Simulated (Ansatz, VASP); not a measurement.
## Mo3P4: VASP beside Ansatz

```
Mo P
1.0
     5.23975    0.00000    0.00000
     0.00000    5.23975    0.00000
     0.00000    0.00000    5.23975
Mo P
3 4
Cartesian
  0.0000 0.0000 2.6199
  2.6199 0.0000 0.0000
  0.0000 2.6199 0.0000
  3.7924 1.4473 1.4473
  1.4473 3.7924 1.4473
  1.4473 1.4473 3.7924
  3.7924 3.7924 3.7924
```

Change from the starting cell: species swapped into the Si3As4 type (P-43m, No. 215).

Alike in both runs: task single point; functional PBE; k mesh 4 × 4 × 4; occupations gaussian, width 0.1 eV; no spin polarisation.

|  | VASP | Ansatz |
| --- | --- | --- |
| version | VASP 6.6.1 | Ansatz 0.2.0 |
| potentials or method | VASP PAW PBE potentials, release 64 (Mo_sv, P) | scalar-relativistic, plane waves, PAW |
| plane-wave cutoff (eV) | 520 | 420 |
| valence electrons in the cell | 62 | 62 |

Ansatz gave:

* gap on the k mesh at the Fermi level (eV): none
* pressure (GPa): -4.2
* rms of the force components (eV/Å): 0.110

What did VASP give for the same quantities?

gap on the k mesh at the Fermi level (eV): none; pressure (GPa): -4.1; rms of the force components (eV/Å): 0.110.

Atom by atom the forces differ by 0.000 eV/Å (rms over components). A gap of «none» marks a metal or a gap that the smearing closes.
